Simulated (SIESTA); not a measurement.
**MoSe2 under changes of volume**

One of the cells (20.129 Å³/atom); the others are scaled copies at fixed shape and fractional positions:

```xyz
6
Lattice="3.2880 0.0000 0.0000 -1.6440 2.8475 0.0000 0.0000 0.0000 12.9000" Properties=species:S:1:pos:R:3 pbc="T T T"
Mo    1.6440    0.9492    9.6750
Mo    0.0000    1.8983    3.2250
Se    1.6440    0.9492    4.8375
Se    0.0000    1.8983   11.2875
Se    1.6440    0.9492    1.6125
Se    0.0000    1.8983    8.0625
```

| Item | Value |
| --- | --- |
| Program | SIESTA 5.4.2 |
| Functional | SVWN5 |
| Potentials or basis | PseudoDojo 0.4 standard (LDA files) |
| Basis | DZP (energy shift 0.002 Ry) |
| Grid cutoff | 800 Ry |
| Energy shift | 0.002 Ry |
| k mesh | 9 × 9 × 2 |
| Occupations | fermi-dirac, width 0.05 eV |
| Spin | no spin polarisation |

```csv
volume (Å³/atom),energy over the lowest point (meV/atom),pressure (GPa),largest force (eV/Å)
18.922,133.04,19.5,2.988
19.324,89.32,15.4,2.506
19.727,55.27,11.8,2.061
20.129,?,?,?
20.532,12.95,5.3,1.268
20.935,3.14,2.5,0.916
21.337,0.00,0.0,0.590
```

What does the run at 20.129 Å³/atom give?

Energy over the lowest point 30.09 meV/atom; pressure 8.4 GPa; largest force 1.648 eV/Å.

Worked out: A Birch-Murnaghan fit of order 3 (a polynomial in V^(-2/3)) to the other rows has its minimum at 21.34 Å³/atom, just outside them, with B0 = V·E''(V) = 128 GPa and B' = 3.9 at fixed shape and positions, which overstates the stiffness. It gives 30.11 meV/atom at 20.129 Å³/atom, against the run's 30.09, and -dE/dV = 8.4 GPa, against 8.4.

Energies are extrapolated to zero smearing.

Caveats: semicore shells carry a single zeta, which can move pressures by several GPa and volumes by a few percent; the cell's inner coordinates are idealised or old, which leaves forces on the atoms; the basis of atomic orbitals isn't converged, which shifts pressures, moduli and gaps.
